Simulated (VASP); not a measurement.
**KCl (Sylvite): single point with PBEsol**

**Measured values to compare with.**

A printed reference work, monograph reports, for a bulk crystal of KCl: band gap 8.68 eV.

Crystal: KCl (Sylvite).

```
CELL_PARAMETERS angstrom
0.00000 3.10394 3.10394
3.10394 0.00000 3.10394
3.10394 3.10394 0.00000
ATOMIC_POSITIONS crystal
K 0.00000 0.00000 0.00000
Cl 0.50000 0.50000 0.50000
```

| Property | Result |
| --- | --- |
| Program | VASP 6.6.1 |
| Task | single point |
| Functional | PBEsol |
| Potentials or basis | VASP PAW PBE potentials, release 64 (K_sv, Cl) |
| Cutoff | 520 eV |
| k mesh | 5 × 5 × 5 |
| Occupations | gaussian, width 0.01 eV |
| Spin | no spin polarisation |

```
Pressure               : 0.4 GPa
Band gap on the k mesh : 5.15 eV, direct
```

Levels at points of the mesh, in eV from the valence-band top:
```tsv
k point	band 6	band 7	band 8	band 9	band 10	band 11
(0.00, 0.00, 0.00)	0.00	0.00	0.00	5.15	8.31	8.31
```

Run time: 12 s on 1 thread of Intel(R) Xeon(R) Platinum 8259CL CPU @ 2.50GHz (Skylake/Cascade Lake), with other jobs on the host, peak memory 0.2 GiB.

A measured gap of KCl is 8.68 eV (a printed reference work, monograph); the calculated 5.15 eV misses it by -3.53 eV. The value is that of PBEsol, without temperature or zero-point motion. Semilocal functionals fall short of measured gaps as a rule.

Caveat: the PAW data sets were made with another functional, which shifts forces and pressure a little.
